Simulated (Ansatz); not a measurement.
Input and command of a calculation in Ansatz (plane waves; scalar-relativistic PAW potentials unless the input names others):

```yaml
crystal:
  lattice:
    - [3.6273863795, 0.0, 0.0]
    - [-1.8136931898, 3.141408754, 0.0]
    - [0.0, 0.0, 5.8201280206]
  atoms:
    - { symbol: Ti, position: [0.0, 0.0, 0.0] }
    - { symbol: Se, position: [0.3333333333, 0.6666666667, 0.2544296274] }
    - { symbol: Se, position: [0.6666666667, 0.3333333333, 0.7455703726] }
basis:
  ecutwfc: "550 eV"
kpoints:
  mp_grid: { grid: [12, 12, 6], shift: [0.5, 0.5, 0.5] }
hamiltonian:
  xc: pbesol
scf:
  occupations: { method: gaussian, width: 0.1 }
output:
  forces: true
  eigenvalues: true
  stress: true
```

```bash
ansatz run input.yaml --threads 2 --pin off --max-ram 5120MiB --backend cpu --events-out ev --progress --plain --runs-dir out
```

Abridged log:
```
Warning: crystal.symmetry: narrowed to the stabiliser of the k-point mesh — unitary ops 12 → 4; excluded 8 operations that carry a point of the 12×12×6 mesh (shift [0.5, 0.5, 0.5]) off the mesh (the run samples exactly the mesh kpoints.mp_grid names, as under crystal.symmetry.detect: false, and its converged state has the mesh's symmetry, not the crystal's; ε∞, the Born charges and the force constants of a linear response (`dielectric:` by the response, `phonons.method: dfpt`) are averaged over those of the crystal's operations that the state keeps within a tolerance, where `mesh_tensors`, `un ...
Basis set: ecut = 550 eV, 1913 PW (Γ), exchange–correlation on 60×60×90 points (8 copies of the dense FFT grid, shifted against one another)
Bands: 27, of which v1, the nominal top of the filled ones, is band 22 counted from 1 (21 counted from 0)
Symmetry: 4 space group operations
k-points: 234 of 864
SCF iter   1: F=—  HF=-13325.654502 eV  |F-HF|=—  |Δ(HF+E_count)|=         —  Δρ=5.50e-3  dr2=2.82e-2  ethr=1.77e-3  ⟨swp⟩=5.2  Hψ=22957  notcnv=0
SCF iter   2: F=—  HF=-13325.658419 eV  |F-HF|=—  |Δ(HF+E_count)|=   3.92e-3  Δρ=7.67e-3  dr2=6.41e-2  ethr=6.40e-5  ⟨swp⟩=2.1  Hψ=14377  notcnv=0  defer=91
SCF iter   3: F=—  HF=-13325.651201 eV  |F-HF|=—  |Δ(HF+E_count)|=   7.22e-3  Δρ=1.30e-3  dr2=2.39e-3  ethr=6.40e-5  ⟨swp⟩=2.1  Hψ=8878  notcnv=0  defer=91
SCF iter   4: F=—  HF=-13325.650937 eV  |F-HF|=—  |Δ(HF+E_count)|=   2.64e-4  Δρ=1.61e-4  dr2=2.47e-5  ethr=5.42e-6  ⟨swp⟩=2.2  Hψ=8829  notcnv=0  defer=91
SCF iter   5: F=—  HF=-13325.650903 eV  |F-HF|=—  |Δ(HF+E_count)|=   3.40e-5  Δρ=3.29e-5  dr2=7.77e-7  ethr=5.61e-8  ⟨swp⟩=2.0  Hψ=11184  notcnv=0  defer=91
SCF iter   6: F=-13325.650903 eV  HF=-13325.650903 eV  |F-HF|=7.13e-8  |Δ(HF+E_count)|=   2.34e-8  Δρ=9.44e-6  dr2=9.48e-8  ethr=2.27e-10  ⟨swp⟩=6.6  Hψ=27264  notcnv=0
SCF 1 converged in 6 iterations: F = -13325.650903 eV  dr2 = 9.48e-8
SCF converged after 6 iterations
Free energy (F): -13325.650903 eV
Harris-Foulkes:  -13325.650903 eV  (|F-HF|=7.13e-8)
Internal energy: -13325.646159 eV  (E = F + TS)
E sigma→0 (E₀):  -13325.648531 eV
Entropy (-TS):   -0.004744 eV (-1.581 meV/atom)
Fermi energy:    9.315450 eV
--- Forces (eV/Å), atoms counted from 1 ---
  atom   1  Ti     0.00000000     0.00000000     0.00000000
  atom   2  Se    -0.00170920     0.00098680    -0.00440629
  atom   3  Se     0.00170920    -0.00098680     0.00440629
--- Stress (GPa, compression-positive) ---
       -5.050464      -0.004548      -0.015241
       -0.004548      -5.055716       0.008799
       -0.015241       0.008799      -0.328737
  P = ⅓ Tr σ = -3.4783 GPa (-34.783 kbar)
```

Apart from outputs and empty bands, the input differs from a reference run on usual settings in kpoints.mp_grid.shift: not typed → [0.5, 0.5, 0.5]; basis.ecutwfc: 420 → "550 eV". The reference, at the same geometry (not necessarily relaxed), gave pressure -3.49 GPa, largest force 0.005 eV/Å, no gap on the mesh. This run converged in 6 SCF iterations (reference: 7) with an energy at zero smearing 0.41 meV/atom above the reference's, pressure -3.48 GPa, largest force 0.005 eV/Å, no gap on the mesh.

Time: 15 s on 2 threads of Arm Neoverse V1, with other jobs on the host, peak memory 0.7 GiB.